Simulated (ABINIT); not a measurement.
# C (P6_3/mmc) in ABINIT: notebook

The runs below take C through band structure, with PBE, PBEsol.

The COD entry that gives the cell may itself be a prediction, so a difference from it is no test against experiment.

Everything below comes from runs of ABINIT 10.8.3 (patched build). Logs are shortened: lines on timing, memory, paths and dates and some standing lists are left out, and cuts for length are marked. The log counts tension as positive stress, the text compression.

### 1 The crystal as given

The structure is hexagonal, space group P6_3/mmc (No. 194). Conventional cell: a = 2.522 Å, b = 2.522 Å, c = 8.237 Å, α = 90.00°, β = 90.00°, γ = 120.00°. C (site symmetry 3m) has 4 C at 1.54 Å as nearest neighbours. C (site symmetry 3m) is surrounded by 4 C at 1.54 Å.

This is a hexagonal form of diamond, not graphite.

### 2 Band structure, PBE

Input file run.abi:

```
ndtset 2

pp_dirpath "./"
pseudos "C.GGA_PBE-JTH.xml"

acell 2.5221 2.5221 8.2371 Angstrom
rprim
     1.0000000000     0.0000000000     0.0000000000
    -0.5000000000     0.8660254038     0.0000000000
     0.0000000000     0.0000000000     1.0000000000
ntypat 1
znucl 6
natom 8
typat 1 1 1 1 1 1 1 1
xred
     0.6666666667     0.3333333333     0.8437500000
     0.3333333333     0.6666666667     0.3437500000
     0.6666666667     0.3333333333     0.6562500000
     0.3333333333     0.6666666667     0.1562500000
     0.0000000000     0.0000000000     0.9062500000
     0.0000000000     0.0000000000     0.4062500000
     0.0000000000     0.0000000000     0.5937500000
     0.0000000000     0.0000000000     0.0937500000

ecut 19.0
pawecutdg 38.0
pawxcdev 0

ixc 11

occopt 3
tsmear 0.00183747

nstep 100

iomode 3
prtwf 0
prteig 0
prtebands 0
enunit 1
prtden1 1

kptopt1 1
ngkpt1 12 12 4
nshiftk1 1
shiftk1 0.0 0.0 0.0
nband1 21
tolvrs1 1.0e-9

iscf2 -2
getden2 1
nband2 27
nbdbuf2 4
tolwfr2 1.0e-11
kptopt2 -7
ndivsm2 5
prteig2 1
kptbounds2
     0.0000000000     0.0000000000     0.0000000000
     0.5000000000     0.0000000000     0.0000000000
     0.3333333333     0.3333333333     0.0000000000
     0.0000000000     0.0000000000     0.0000000000
     0.0000000000     0.0000000000     0.5000000000
     0.5000000000     0.0000000000     0.5000000000
     0.3333333333     0.3333333333     0.5000000000
     0.0000000000     0.0000000000     0.5000000000
```

Potentials or basis: JTH PAW PBE v2.0.

On the command line:

```sh
$ abinit run.abi > log 2>&1
```

run.abo:

```text
.Version 10.8.3 of ABINIT
 DATASET    1 : space group P6_3/m m c (#194); Bravais hP (primitive hexag.)
================================================================================
 Values of the parameters that define the memory need for DATASET  1.
     intxc =       0    ionmov =       0      iscf =      17    lmnmax =       8
     lnmax =       4     mgfft =      64  mpssoang =       2    mqgrid =    4320
     natom =       8  nloc_mem =       2    nspden =       1   nspinor =       1
    nsppol =       1      nsym =      24    n1xccc =       1    ntypat =       1
    occopt =       3   xclevel =       2
       mpw =        1237          nfft =       25600          nkpt =          57
 PAW method is used; the additional fine FFT grid is defined by:
   mgfftf=        90    nfftf =     81000
================================================================================
================================================================================

 DATASET    2 : space group P6_3/m m c (#194); Bravais hP (primitive hexag.)
================================================================================
 Values of the parameters that define the memory need for DATASET  2.
     intxc =       0    ionmov =       0      iscf =      -2    lmnmax =       8
     lnmax =       4     mgfft =      64  mpssoang =       2    mqgrid =    4320
     natom =       8  nloc_mem =       2    nspden =       1   nspinor =       1
    nsppol =       1      nsym =      24    n1xccc =       1    ntypat =       1
    occopt =       3   xclevel =       2
       mpw =        1231          nfft =       25600          nkpt =         110
 PAW method is used; the additional fine FFT grid is defined by:
   mgfftf=        90    nfftf =     81000
================================================================================
================================================================================

--------------------------------------------------------------------------------
------------- Echo of variables that govern the present computation ------------
--------------------------------------------------------------------------------
 -outvars: echo values of preprocessed input variables --------
            acell      4.7660782622E+00  4.7660782622E+00  1.5565863072E+01 Bohr
              amu      1.20110000E+01
             ecut      1.90000000E+01 Hartree
           enunit           1
           getden1          0
           getden2          1
             iscf1         17
             iscf2         -2
                       outvar_i_n : Printing only first  50 k-points.
              ixc          11
           jdtset        1    2
                       outvar_i_n : Printing only first  50 k-points.
           kptopt1          1
           kptopt2         -7
         kptrlatt       12    0    0      0   12    0      0    0    4
          kptrlen1     5.71929391E+01
          kptrlen2     3.00000000E+01
            natom           8
            nband1         21
            nband2         27
           nbdbuf1          0
           nbdbuf2          4
           ndtset           2
           ndivsm1          0
           ndivsm2          5
            ngfft          20      20      64
          ngfftdg          30      30      90
             nkpt1         57
             nkpt2        110
            nstep         100
             nsym          24
           ntypat           1
                       prtocc : prtvol=0, do not print more k-points.
           occopt           3
        pawecutdg      3.80000000E+01 Hartree
         pawxcdev           0
        prtebands           0
           prteig1          0
           prteig2          1
            prtwf           0
            rprim      1.0000000000E+00  0.0000000000E+00  0.0000000000E+00
                      -5.0000000000E-01  8.6602540380E-01  0.0000000000E+00
                       0.0000000000E+00  0.0000000000E+00  1.0000000000E+00
           shiftk1     0.00000000E+00  0.00000000E+00  0.00000000E+00
           shiftk2     5.00000000E-01  5.00000000E-01  5.00000000E-01
          spgroup         194
[... 1421 lines left out ...]
lattice_angles: [ 90.000,  90.000, 120.000, ] # degrees, (23, 13, 12)
lattice_volume:   3.0621480E+02
convergence: {deltae:  0.000E+00, res2:  0.000E+00, residm:  9.991E-12, diffor:  0.000E+00, }
etotal    :  -4.59357572E+01
entropy   :   0.00000000E+00
fermie    :   4.32812962E-01
cartesian_stress_tensor: null
pressure_GPa: null
xred      :
- [  6.6667E-01,   3.3333E-01,   8.4375E-01,  C]
- [  3.3333E-01,   6.6667E-01,   3.4375E-01,  C]
- [  6.6667E-01,   3.3333E-01,   6.5625E-01,  C]
- [  3.3333E-01,   6.6667E-01,   1.5625E-01,  C]
- [ -5.5511E-17,  -9.2519E-17,   9.0625E-01,  C]
- [ -5.5511E-17,  -9.2519E-17,   4.0625E-01,  C]
- [ -5.5511E-17,  -9.2519E-17,   5.9375E-01,  C]
- [ -5.5511E-17,  -9.2519E-17,   9.3750E-02,  C]
cartesian_forces: null
force_length_stats: {min: null, max: null, mean: null, }
...

 Integrated electronic density in atomic spheres:
 ------------------------------------------------
 Atom  Sphere_radius  Integrated_density
    1        1.50737          2.63809526
    2        1.50737          2.63809526
    3        1.50737          2.63809526
    4        1.50737          2.63809526
    5        1.50737          2.65120848
    6        1.50737          2.65120848
    7        1.50737          2.65120848
    8        1.50737          2.65120848

================================================================================

 ----iterations are completed or convergence reached----

 Mean square residual over all n,k,spin=   43.376E-13; max=  99.908E-13
 reduced coordinates (array xred) for    8 atoms
       0.666666666667      0.333333333333      0.843750000000
       0.333333333333      0.666666666667      0.343750000000
       0.666666666667      0.333333333333      0.656250000000
       0.333333333333      0.666666666667      0.156250000000
      -0.000000000000     -0.000000000000      0.906250000000
      -0.000000000000     -0.000000000000      0.406250000000
      -0.000000000000     -0.000000000000      0.593750000000
      -0.000000000000     -0.000000000000      0.093750000000

 cartesian coordinates (angstrom) at end:
    1      1.26105000000000     0.72806755697466     6.95005312500000
    2     -0.00000000000000     1.45613511394932     2.83150312500000
    3      1.26105000000000     0.72806755697466     5.40559687500000
    4     -0.00000000000000     1.45613511394932     1.28704687500000
    5     -0.00000000000000    -0.00000000000000     7.46487187500000
    6     -0.00000000000000    -0.00000000000000     3.34632187500000
    7     -0.00000000000000    -0.00000000000000     4.89077812500000
    8     -0.00000000000000    -0.00000000000000     0.77222812500000
 length scales=  4.766078262152  4.766078262152 15.565863071715 bohr
              =  2.522100000000  2.522100000000  8.237100000000 angstroms
 Eigenvalues (   eV  ) for nkpt= 110  k points:
 kpt#   1, nband= 27, wtk=  1.00000, kpt=  0.0000  0.0000  0.0000 (reduced coord)
 -11.25231   -9.55771   -9.50759   -5.44615   -3.14837    3.63484    3.71207    7.33889
   7.33889    8.40911    8.40911    8.63443    8.63443   10.15061   10.37345   10.37345
  15.55792   15.55792   16.08393   17.37414   17.37414   17.73933   18.32030   18.32030
  18.58171   18.59850   19.36738
 kpt#   2, nband= 27, wtk=  1.00000, kpt=  0.0263  0.0000  0.0000 (reduced coord)
 -11.23527   -9.54102   -9.49081   -5.43095   -3.13269    3.64307    3.72045    7.24641
   7.29853    8.32497    8.37941    8.54901    8.59755   10.12078   10.29713   10.34557
  15.57897   15.59999   16.12023   17.37279   17.43371   17.78933   18.30158   18.35937
  18.63986   18.66237   19.38270
 kpt#   3, nband= 27, wtk=  1.00000, kpt=  0.0526  0.0000  0.0000 (reduced coord)
 -11.18420   -9.49094   -9.44049   -5.38538   -3.08576    3.66734    3.74509    6.97896
   7.18219    8.07985    8.29186    8.30177    8.49074   10.03505   10.07672   10.26346
  15.62783   15.72316   16.21898   17.35824   17.60764   17.94045   18.25558   18.47756
  18.81911   18.82540   19.45459
 kpt#   4, nband= 27, wtk=  1.00000, kpt=  0.0789  0.0000  0.0000 (reduced coord)
 -11.09913   -9.40757   -9.35669   -5.30949   -3.00792    3.70616    3.78425    6.56229
[... 519 lines left out ...]
 -10.75177  -10.75177   -7.39454   -7.39454   -0.37100   -0.37100    7.30203    7.30203
   7.49063    7.49063    7.80298    7.80298    9.40340    9.40340    9.57944    9.57944
  16.32509   16.32509   16.49660   16.49660   17.27806   17.27806   18.78221   18.78315
  19.01458   19.01565   19.24255
 kpt# 109, nband= 27, wtk=  1.00000, kpt=  0.0152  0.0152  0.5000 (reduced coord)
 -10.80237  -10.80237   -7.44291   -7.44291   -0.41120   -0.41120    7.55756    7.55756
   7.60857    7.60857    7.82187    7.82187    9.61985    9.61985    9.66759    9.66759
  16.34128   16.34128   16.39009   16.39009   17.13575   17.13575   18.64196   18.64197
  18.98988   18.99978   19.04466
 kpt# 110, nband= 27, wtk=  1.00000, kpt=  0.0000  0.0000  0.5000 (reduced coord)
 -10.81924  -10.81924   -7.45904   -7.45904   -0.42465   -0.42465    7.64716    7.64716
   7.64716    7.64716    7.82811    7.82811    9.69645    9.69645    9.69645    9.69645
  16.34801   16.34801   16.34801   16.34801   17.08810   17.08810   18.58783   18.58788
  18.98290   18.98290   18.98290

== END DATASET(S) ==============================================================
================================================================================

 -outvars: echo values of variables after computation  --------
            acell      4.7660782622E+00  4.7660782622E+00  1.5565863072E+01 Bohr
           etotal1    -4.5935757210E+01
            fcart1    -9.8868060517E-29 -6.7682351604E-28  6.2686744173E-03
                       4.0959625071E-28 -6.4420551527E-28  6.2686744173E-03
                      -2.6835616426E-28 -5.1373351218E-28 -6.2686744173E-03
                      -2.1186012968E-28 -7.4205951759E-28 -6.2686744173E-03
                      -8.3331651007E-28 -4.4849751063E-28  6.3579954087E-03
                       1.8361211239E-28  8.1545001933E-30  6.3579954087E-03
                       5.2258831988E-28  7.2575051720E-28 -6.3579954087E-03
                       2.9660418155E-28  2.2914145543E-27 -6.3579954087E-03
            rprim      1.0000000000E+00  0.0000000000E+00  0.0000000000E+00
                      -5.0000000000E-01  8.6602540380E-01  0.0000000000E+00
                       0.0000000000E+00  0.0000000000E+00  1.0000000000E+00
           strten1     8.2624266230E-05  8.2624265798E-05 -3.3138340508E-04
                       0.0000000000E+00  0.0000000000E+00  0.0000000000E+00
           xangst      1.2610500000E+00  7.2806755697E-01  6.9500531250E+00
                      -1.1417941445E-16  1.4561351139E+00  2.8315031250E+00
                       1.2610500000E+00  7.2806755697E-01  5.4055968750E+00
                      -1.1417941445E-16  1.4561351139E+00  1.2870468750E+00
                      -2.3334112420E-17 -2.0207934131E-16  7.4648718750E+00
                      -2.3334112420E-17 -2.0207934131E-16  3.3463218750E+00
                      -2.3334112420E-17 -2.0207934131E-16  4.8907781250E+00
                      -2.3334112420E-17 -2.0207934131E-16  7.7222812500E-01
             xred      6.6666666667E-01  3.3333333333E-01  8.4375000000E-01
                       3.3333333333E-01  6.6666666667E-01  3.4375000000E-01
                       6.6666666667E-01  3.3333333333E-01  6.5625000000E-01
                       3.3333333333E-01  6.6666666667E-01  1.5625000000E-01
                      -5.5511151231E-17 -9.2518585385E-17  9.0625000000E-01
                      -5.5511151231E-17 -9.2518585385E-17  4.0625000000E-01
                      -5.5511151231E-17 -9.2518585385E-17  5.9375000000E-01
                      -5.5511151231E-17 -9.2518585385E-17  9.3750000000E-02
 Calculation completed.
```

Wall time 94 s (1 thread of Arm Neoverse V2, shared host); peak memory 0.17 GiB.

What came out:

| Quantity | Value |
| --- | --- |
| Free energy | -1249.9756 eV |
| Pressure | 1.6 GPa |
| Largest force | 0.327 eV/Å |
| Band gap on the k mesh | 4.41 eV, indirect (least direct gap 5.18 eV) |
| Band gap along the path | 4.41 eV, indirect (least direct gap 5.18 eV) |

Forces in eV/Å, atoms in the order of the input:
```
C    0.000  0.000  0.322
C    0.000  0.000  0.322
C    0.000  0.000 -0.322
C    0.000  0.000 -0.322
C    0.000  0.000  0.327
C    0.000  0.000  0.327
C    0.000  0.000 -0.327
C    0.000  0.000 -0.327
```

Levels at the corners of the path, in eV from the valence-band top:
| point | band 14 | band 15 | band 16 | band 17 | band 18 | band 19 |
| --- | --- | --- | --- | --- | --- | --- |
| Γ | -0.22 | 0.00 | 0.00 | 5.18 | 5.18 | 5.71 |
| M | -4.54 | -3.70 | -2.93 | 4.46 | 5.60 | 5.86 |
| K | -5.66 | -5.66 | -4.03 | 6.28 | 6.28 | 7.90 |
| Γ | -0.22 | 0.00 | 0.00 | 5.18 | 5.18 | 5.71 |
| A | -0.68 | -0.68 | -0.68 | 5.97 | 5.97 | 5.97 |
| L | -4.72 | -3.66 | -3.66 | 4.82 | 4.82 | 7.11 |
| H | -5.36 | -5.10 | -5.10 | 5.23 | 5.23 | 9.77 |
| A | -0.68 | -0.68 | -0.68 | 5.97 | 5.97 | 5.97 |

Caveat: the atomic spheres overlap.

### 3 Band structure, PBEsol

Changes to run.abi since step 2:

```diff
@@ -28,3 +28,3 @@
 
-ixc 11
+ixc -116133
```

Potentials or basis: JTH PAW PBE v2.0.

On the command line:

```sh
$ abinit run.abi > log 2>&1
```

It took 1.8 min on 1 thread of Arm Neoverse V2, shared host; peak memory 0.17 GiB.

The run converged. Its results:

```yaml
Free_energy: -1246.8055 eV
Pressure: -4.8 GPa
Largest_force: 0.326 eV/Å
Band_gap_on_the_k_mesh: 4.27 eV, indirect (least direct gap 5.13 eV)
Band_gap_along_the_path: 4.27 eV, indirect (least direct gap 5.13 eV)
```

Forces in eV/Å, atoms in the order of the input:
```
C    0.000  0.000  0.326
C    0.000  0.000  0.326
C    0.000  0.000 -0.326
C    0.000  0.000 -0.326
C    0.000  0.000  0.326
C    0.000  0.000  0.326
C    0.000  0.000 -0.326
C    0.000  0.000 -0.326
```

Stress tensor (GPa, compression positive):
```
-8.93  0.00  0.00
 0.00 -8.93  0.00
 0.00  0.00  3.45
```

Levels at the corners of the path, in eV from the valence-band top:
```csv
point,band 12,band 13,band 14,band 15,band 16,band 17,band 18,band 19,band 20,band 21
Γ,-1.75,-1.75,-0.23,0.00,0.00,5.13,5.13,5.66,6.93,6.93
M,-5.06,-5.03,-4.56,-3.73,-2.94,4.30,5.46,5.73,5.87,6.86
K,-7.52,-7.20,-5.71,-5.71,-4.04,6.09,6.09,7.83,8.35,8.35
Γ,-1.75,-1.75,-0.23,0.00,0.00,5.13,5.13,5.66,6.93,6.93
A,-2.56,-0.68,-0.68,-0.68,-0.68,5.92,5.92,5.92,5.92,6.66
L,-6.10,-4.76,-4.76,-3.68,-3.68,4.67,4.67,6.95,6.95,7.47
H,-8.62,-5.39,-5.39,-5.13,-5.13,5.04,5.04,9.72,9.72,10.97
A,-2.56,-0.68,-0.68,-0.68,-0.68,5.92,5.92,5.92,5.92,6.66
```

Caveat: the PAW data sets were made with another functional, which shifts forces and pressure a little; the atomic spheres overlap.
